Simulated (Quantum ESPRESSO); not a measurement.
# MnS (Rambergite): parallel and opposed starts, part 3 of 3

A self-consistent run ends on one state, which hangs on the start. Several orders of MnS (Rambergite) are started in Quantum ESPRESSO and their energies compared.

Quantum ESPRESSO 7.5; PBE; plane waves with GBRV 1.5 PBE potentials, no spin-orbit coupling.

So far, largest spin moment in the atom's sphere (μB): step 2 (run 1 (ferro ++)) 4.18; step 3 (start 2: antiferro +−) 4.06; step 4 (start 3: antiferro q=(0,1/2,1/2) +−+−) 4.01; step 5 (run 4 (antiferro q=(0,1/2,0) +−−+)) 3.99.

The database entry behind the starting cell differs from later determinations by our own check (about 0.3 % short against later determinations), so it need not match the best structure at ambient conditions.

### Step 8. The lowest state again, with its states saved

pw.in

```
&CONTROL
  calculation = 'scf'
  prefix = 'pwscf'
  outdir = './tmp'
  pseudo_dir = './pseudo'
  disk_io = 'low'
/
&SYSTEM
  ibrav = 0
  celldm(1) = 8
  nat = 8
  ntyp = 3
  ecutwfc = 40
  ecutrho = 280
  nbnd = 59
  occupations = 'smearing'
  smearing = 'fd'
  degauss = 0.00367493
  nspin = 2
  starting_magnetization(1) = 0.3
  starting_magnetization(2) = -0.3
  starting_magnetization(3) = 0
/
&ELECTRONS
  conv_thr = 1.6d-08
  electron_maxstep = 150
  mixing_beta = 0.3
/
ATOMIC_SPECIES
Mn1    54.9380 mn_pbe_v1.5.uspp.F.UPF
Mn2    54.9380 mn_pbe_v1.5.uspp.F.UPF
S      32.0600 s_pbe_v1.4.uspp.F.UPF
CELL_PARAMETERS alat
   0.9391938839390    0.0000000000000    0.0000000000000
  -0.9391938839390    1.6267315251181    0.0000000000000
   0.0000000000000    0.0000000000000    1.5193398041991
ATOMIC_POSITIONS crystal
Mn1     0.3333333333    0.3333333334    0.0000000000
Mn2     0.3333333333    0.8333333333    0.0000000000
Mn2     0.6666666667    0.1666666666    0.5000000000
Mn1     0.6666666667    0.6666666666    0.5000000000
S       0.3333333333    0.3333333334    0.3850000000
S       0.3333333333    0.8333333333    0.3850000000
S       0.6666666667    0.1666666666    0.8850000000
S       0.6666666667    0.6666666666    0.8850000000
K_POINTS automatic
6 3 6 0 0 0
```

The run is started by

```console
> OMP_NUM_THREADS=1 mpirun -n 2 pw.x -nk 2 -in pw.in > pw.out
```

Log:

```text
     [... lines left out ...]
Program PWSCF v.7.5 starts
     [... lines left out ...]
     number of atoms/cell      =            8
     [... lines left out ...]
     number of electrons       =        84.00
     number of Kohn-Sham states=           59
     kinetic-energy cutoff     =      40.0000  Ry
     charge density cutoff     =     280.0000  Ry
     scf convergence threshold =      1.6E-08
     [... lines left out ...]
      4 Sym. Ops. (no inversion) found ( 2 have fractional translation)
     [... lines left out ...]
     number of k points=    32  Fermi-Dirac smearing, width (Ry)=  0.0037
     [... lines left out ...]
     iteration # 13     ecut=    40.00 Ry     beta= 0.30
     [... lines left out ...]
     Magnetic moment per site  (integrated on atomic sphere of radius R)
     atom   1 (R=0.235)  charge= 12.9293  magn=  3.9928
     atom   2 (R=0.235)  charge= 12.9294  magn= -3.9928
     atom   3 (R=0.235)  charge= 12.9294  magn= -3.9928
     atom   4 (R=0.235)  charge= 12.9293  magn=  3.9928
     atom   5 (R=0.235)  charge=  4.1644  magn= -0.0005
     atom   6 (R=0.235)  charge=  4.1643  magn=  0.0005
     atom   7 (R=0.235)  charge=  4.1643  magn=  0.0005
     atom   8 (R=0.235)  charge=  4.1644  magn= -0.0005
     [... lines left out ...]
     the Fermi energy is     7.2367 ev
!    total energy              =    -941.60134198 Ry
     estimated scf accuracy    <          6.1E-09 Ry
     smearing contrib. (-TS)   =      -0.00000001 Ry
     [... lines left out ...]
     total magnetization       =    -0.00 Bohr mag/cell
     absolute magnetization    =    18.09 Bohr mag/cell
     convergence has been achieved in  13 iterations
```

Elapsed: 7.3 min, on 2 MPI ranks of Arm Neoverse N1, shared host; peak memory 0.82 GiB; 14 min of CPU time.

Read from the output:

| Quantity | Value |
| --- | --- |
| smearing term TS | 7.76e-8 eV |
| magnetization | 0 μB |
| absolute magnetization | 18.09 μB |
| final state | antiferromagnetic |
| largest moment | 3.993 μB |

### Step 9. Löwdin moments

projwfc.x projects the saved states on orthogonalised atomic orbitals of the pseudopotential files.

Log:

```text
[banner, memory and clock lines left out]
Program PROJWFC v.7.5 starts

     [... lines left out ...]
     IMPORTANT: XC functional enforced from input :
     Exchange-correlation= PBE
                           (   1   4   3   4   0   0   0)
     Any further DFT definition will be discarded
     Please, verify this is what you really want

     G-vector sticks info

     Check: negative core charge=   -0.000033

     negative rho (up, down):  0.000E+00 8.206E-04

     Gaussian broadening (read from input): ngauss,degauss=   0    0.010000

     Calling projwave ....

  Problem Sizes
  natomwfc =           68
  nbnd     =           59
  nkstot   =           64
  npwx     =         5116
  nkb      =          144

     Atomic states used for projection
     (read from pseudopotential files):

     state #   1: atom   1 (Mn1), wfc  1 (l=0 m= 1)
     state #   2: atom   1 (Mn1), wfc  2 (l=1 m= 1)
     state #   3: atom   1 (Mn1), wfc  2 (l=1 m= 2)
     state #   4: atom   1 (Mn1), wfc  2 (l=1 m= 3)
     state #   5: atom   1 (Mn1), wfc  3 (l=0 m= 1)
     state #   6: atom   1 (Mn1), wfc  4 (l=2 m= 1)
     state #   7: atom   1 (Mn1), wfc  4 (l=2 m= 2)
     state #   8: atom   1 (Mn1), wfc  4 (l=2 m= 3)
     state #   9: atom   1 (Mn1), wfc  4 (l=2 m= 4)
     state #  10: atom   1 (Mn1), wfc  4 (l=2 m= 5)
     state #  11: atom   1 (Mn1), wfc  5 (l=1 m= 1)
     state #  12: atom   1 (Mn1), wfc  5 (l=1 m= 2)
     state #  13: atom   1 (Mn1), wfc  5 (l=1 m= 3)
     state #  14: atom   2 (Mn2), wfc  1 (l=0 m= 1)
[...]
state #  41: atom   4 (Mn1), wfc  2 (l=1 m= 1)
     state #  42: atom   4 (Mn1), wfc  2 (l=1 m= 2)
     state #  43: atom   4 (Mn1), wfc  2 (l=1 m= 3)
     state #  44: atom   4 (Mn1), wfc  3 (l=0 m= 1)
     state #  45: atom   4 (Mn1), wfc  4 (l=2 m= 1)
     state #  46: atom   4 (Mn1), wfc  4 (l=2 m= 2)
     state #  47: atom   4 (Mn1), wfc  4 (l=2 m= 3)
     state #  48: atom   4 (Mn1), wfc  4 (l=2 m= 4)
     state #  49: atom   4 (Mn1), wfc  4 (l=2 m= 5)
     state #  50: atom   4 (Mn1), wfc  5 (l=1 m= 1)
     state #  51: atom   4 (Mn1), wfc  5 (l=1 m= 2)
     state #  52: atom   4 (Mn1), wfc  5 (l=1 m= 3)
     state #  53: atom   5 (S  ), wfc  1 (l=0 m= 1)
     state #  54: atom   5 (S  ), wfc  2 (l=1 m= 1)
     state #  55: atom   5 (S  ), wfc  2 (l=1 m= 2)
     state #  56: atom   5 (S  ), wfc  2 (l=1 m= 3)
     state #  57: atom   6 (S  ), wfc  1 (l=0 m= 1)
     state #  58: atom   6 (S  ), wfc  2 (l=1 m= 1)
     state #  59: atom   6 (S  ), wfc  2 (l=1 m= 2)
     state #  60: atom   6 (S  ), wfc  2 (l=1 m= 3)
     state #  61: atom   7 (S  ), wfc  1 (l=0 m= 1)
     state #  62: atom   7 (S  ), wfc  2 (l=1 m= 1)
     state #  63: atom   7 (S  ), wfc  2 (l=1 m= 2)
     state #  64: atom   7 (S  ), wfc  2 (l=1 m= 3)
     state #  65: atom   8 (S  ), wfc  1 (l=0 m= 1)
     state #  66: atom   8 (S  ), wfc  2 (l=1 m= 1)
     state #  67: atom   8 (S  ), wfc  2 (l=1 m= 2)
     state #  68: atom   8 (S  ), wfc  2 (l=1 m= 3)

 [... projections of the bands left out ...]

Lowdin Charges:

     Atom #   1: total charge =  15.0098, s =  2.5044, p =  7.0926, d =  5.4128,
                 spin up      =   9.7641, s =  1.2770,
                 spin up      =   9.7641, p =  3.6114, pz=  1.1984, px=  1.2026, py=  1.2105,
                 spin up      =   9.7641, d =  4.8757, dz2=  0.9702, dxz=  0.9811, dyz=  0.9818, dx2-y2=  0.9702, dxy=  0.9724,
                 spin down    =   5.2456, s =  1.2273,
                 spin down    =   5.2456, p =  3.4812, pz=  1.1568, px=  1.1657, py=  1.1587,
                 spin down    =   5.2456, d =  0.5371, dz2=  0.1342, dxz=  0.0850, dyz=  0.0788, dx2-y2=  0.1212, dxy=  0.1178,
                 polarization =   4.5185, s =  0.0497, p =  0.1302, d =  4.3386,
     Atom #   2: total charge =  15.0098, s =  2.5044, p =  7.0926, d =  5.4128,
                 spin up      =   5.2456, s =  1.2273,
                 spin up      =   5.2456, p =  3.4812, pz=  1.1568, px=  1.1657, py=  1.1587,
                 spin up      =   5.2456, d =  0.5371, dz2=  0.1342, dxz=  0.0850, dyz=  0.0788, dx2-y2=  0.1212, dxy=  0.1178,
                 spin down    =   9.7641, s =  1.2770,
                 spin down    =   9.7641, p =  3.6114, pz=  1.1984, px=  1.2026, py=  1.2105,
                 spin down    =   9.7641, d =  4.8757, dz2=  0.9702, dxz=  0.9811, dyz=  0.9818, dx2-y2=  0.9702, dxy=  0.9724,
                 polarization =  -4.5185, s = -0.0497, p = -0.1302, d = -4.3386,
     Atom #   3: total charge =  15.0098, s =  2.5044, p =  7.0926, d =  5.4128,
                 spin up      =   5.2456, s =  1.2273,
                 spin up      =   5.2456, p =  3.4812, pz=  1.1568, px=  1.1657, py=  1.1587,
                 spin up      =   5.2456, d =  0.5371, dz2=  0.1342, dxz=  0.0850, dyz=  0.0788, dx2-y2=  0.1212, dxy=  0.1178,
                 spin down    =   9.7641, s =  1.2770,
                 spin down    =   9.7641, p =  3.6114, pz=  1.1984, px=  1.2026, py=  1.2105,
                 spin down    =   9.7641, d =  4.8757, dz2=  0.9702, dxz=  0.9811, dyz=  0.9818, dx2-y2=  0.9702, dxy=  0.9724,
                 polarization =  -4.5185, s = -0.0497, p = -0.1302, d = -4.3386,
     Atom #   4: total charge =  15.0098, s =  2.5044, p =  7.0926, d =  5.4128,
                 spin up      =   9.7641, s =  1.2770,
                 spin up      =   9.7641, p =  3.6114, pz=  1.1984, px=  1.2026, py=  1.2105,
                 spin up      =   9.7641, d =  4.8757, dz2=  0.9702, dxz=  0.9811, dyz=  0.9818, dx2-y2=  0.9702, dxy=  0.9724,
                 spin down    =   5.2456, s =  1.2273,
                 spin down    =   5.2456, p =  3.4812, pz=  1.1568, px=  1.1657, py=  1.1587,
                 spin down    =   5.2456, d =  0.5371, dz2=  0.1342, dxz=  0.0850, dyz=  0.0788, dx2-y2=  0.1212, dxy=  0.1178,
                 polarization =   4.5185, s =  0.0497, p =  0.1302, d =  4.3386,
     Atom #   5: total charge =   5.9483, s =  1.4922, p =  4.4562, d =  0.0000,
                 spin up      =   2.9735, s =  0.7459,
                 spin up      =   2.9735, p =  2.2276, pz=  0.7461, px=  0.7435, py=  0.7380,
                 spin up      =   2.9735, d =  0.0000, dz2=  0.0000, dxz=  0.0000, dyz=  0.0000, dx2-y2=  0.0000, dxy=  0.0000,
                 spin down    =   2.9749, s =  0.7462,
                 spin down    =   2.9749, p =  2.2286, pz=  0.7464, px=  0.7410, py=  0.7413,
                 spin down    =   2.9749, d =  0.0000, dz2=  0.0000, dxz=  0.0000, dyz=  0.0000, dx2-y2=  0.0000, dxy=  0.0000,
                 polarization =  -0.0014, s = -0.0003, p = -0.0011, d =  0.0000,
     Atom #   6: total charge =   5.9483, s =  1.4922, p =  4.4562, d =  0.0000,
                 spin up      =   2.9749, s =  0.7462,
                 spin up      =   2.9749, p =  2.2286, pz=  0.7464, px=  0.7410, py=  0.7413,
                 spin up      =   2.9749, d =  0.0000, dz2=  0.0000, dxz=  0.0000, dyz=  0.0000, dx2-y2=  0.0000, dxy=  0.0000,
                 spin down    =   2.9735, s =  0.7459,
                 spin down    =   2.9735, p =  2.2276, pz=  0.7461, px=  0.7435, py=  0.7380,
                 spin down    =   2.9735, d =  0.0000, dz2=  0.0000, dxz=  0.0000, dyz=  0.0000, dx2-y2=  0.0000, dxy=  0.0000,
                 polarization =   0.0014, s =  0.0003, p =  0.0011, d =  0.0000,
     Atom #   7: total charge =   5.9483, s =  1.4922, p =  4.4562, d =  0.0000,
                 spin up      =   2.9749, s =  0.7462,
                 spin up      =   2.9749, p =  2.2286, pz=  0.7464, px=  0.7410, py=  0.7413,
                 spin up      =   2.9749, d =  0.0000, dz2=  0.0000, dxz=  0.0000, dyz=  0.0000, dx2-y2=  0.0000, dxy=  0.0000,
                 spin down    =   2.9735, s =  0.7459,
                 spin down    =   2.9735, p =  2.2276, pz=  0.7461, px=  0.7435, py=  0.7380,
                 spin down    =   2.9735, d =  0.0000, dz2=  0.0000, dxz=  0.0000, dyz=  0.0000, dx2-y2=  0.0000, dxy=  0.0000,
                 polarization =   0.0014, s =  0.0003, p =  0.0011, d =  0.0000,
     Atom #   8: total charge =   5.9483, s =  1.4922, p =  4.4562, d =  0.0000,
                 spin up      =   2.9735, s =  0.7459,
                 spin up      =   2.9735, p =  2.2276, pz=  0.7461, px=  0.7435, py=  0.7380,
                 spin up      =   2.9735, d =  0.0000, dz2=  0.0000, dxz=  0.0000, dyz=  0.0000, dx2-y2=  0.0000, dxy=  0.0000,
                 spin down    =   2.9749, s =  0.7462,
                 spin down    =   2.9749, p =  2.2286, pz=  0.7464, px=  0.7410, py=  0.7413,
                 spin down    =   2.9749, d =  0.0000, dz2=  0.0000, dxz=  0.0000, dyz=  0.0000, dx2-y2=  0.0000, dxy=  0.0000,
                 polarization =  -0.0014, s = -0.0003, p = -0.0011, d =  0.0000,
     Spilling Parameter:   0.0020
```

The job ended after 8.4 s (2 MPI ranks; peak memory 0.25 GiB; 18 s of CPU time).

| atom | moment in the sphere (μB) | Löwdin moment (μB) | Löwdin charge (e) |
| --- | --- | --- | --- |
| Mn1 | 3.993 | 4.519 | 15.010 |
| Mn2 | -3.993 | -4.519 | 15.010 |
| Mn3 | -3.993 | -4.519 | 15.010 |
| Mn4 | 3.993 | 4.519 | 15.010 |
| S5 | -0.001 | -0.001 | 5.948 |
| S6 | 0.001 | 0.001 | 5.948 |
| S7 | 0.001 | 0.001 | 5.948 |
| S8 | -0.001 | -0.001 | 5.948 |

### Step 10. Outcome

```
lowest state found      : antiferromagnetic (from antiferro q=(0,1/2,0) +--+)
largest site moment     : 3.99 μB
next state with moments : antiferromagnetic, 23.9 meV a seeded atom higher
state without moments   : 2003 meV a seeded atom higher
```

Forming the moments gains more than four times the spread of the orders, as local moments do. The largest moment reads 3.99 μB in the sphere and 4.52 μB by Löwdin projection; a site moment hangs on how space is shared out. This is the lowest of 5 collinear or spinless starts, no proof of the ground state. No Hubbard term acts here. In such compounds local and semilocal functionals without one often delocalise the d electrons, and can shrink or lose moments and miss the size, sign and order of the couplings.

[Logs and program files are shortened in this print: banners, set-up blocks, solver, clock and traceback lines can be left out without a mark of their own.]

[Logs are printed without paths, hosts, clocks, repeated set-up lines and the standing remarks that a program may print on its own settings, such as how far it seeks lower states.]

[Hosts, paths, dates, database ids (printed as entryN), source tags and the programs' standing remarks are cut or masked in the printed files.]

[Where a cell is said to come from a database of computed structures, the database is the Materials Project.]
